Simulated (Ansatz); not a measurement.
The system is CsSnI3.

```
Cs I Sn
1.0
     6.20570    0.00000    0.00000
     0.00000    6.20570    0.00000
     0.00000    0.00000    6.20570
Cs I Sn
1 3 1
Cartesian
  0.0000 0.0000 0.0000
  3.1029 3.1029 0.0000
  3.1029 0.0000 3.1029
  0.0000 3.1029 3.1029
  3.1029 3.1029 3.1029
```

* Program: Ansatz 0.2.0
* Task: relaxation of cell and atoms
* Functional: LDA
* Potentials or basis: Ansatz PAW
* Cutoff: 420 eV (not typed: the program's choice for these potentials)
* k mesh: 5 × 5 × 5
* Occupations: fermi-dirac, width 0.05 eV
* Spin: no spin polarisation

At the start: volume 47.80 Å³/atom.

Q: How do energy, volume and symmetry change on relaxing?

A: It ends after 5 steps and the volume is 43.66 Å³/atom (-8.7 %); space group Pm-3m (No. 221, to 0.05 Å).

The path:
```csv
step,energy change (eV),largest force (eV/Å),volume (Å³)
1,0.0000,0.0000,238.99
2,-0.0825,0.0000,228.56
3,-0.1135,0.0000,216.09
4,-0.1144,0.0000,218.28
5,-0.1118,0.0000,218.28
```

Final structure:
```yaml
crystal:
  lattice:
    - [6.02101, 0.00000, 0.00000]
    - [0.00000, 6.02101, 0.00000]
    - [0.00000, 0.00000, 6.02101]
  atoms:
    - { symbol: Cs, position: [0.00000, 0.00000, 0.00000] }
    - { symbol: I, position: [0.50000, 0.50000, 0.00000] }
    - { symbol: I, position: [0.50000, 0.00000, 0.50000] }
    - { symbol: I, position: [0.00000, 0.50000, 0.50000] }
    - { symbol: Sn, position: [0.50000, 0.50000, 0.50000] }
```

Caveat: the plane-wave basis is chosen anew once the cell has moved, so the energies of steps on either side of that aren't comparable; the PAW data sets come from PBE, with cores solved anew for the run's functional, which leaves a small shift of forces and pressure.
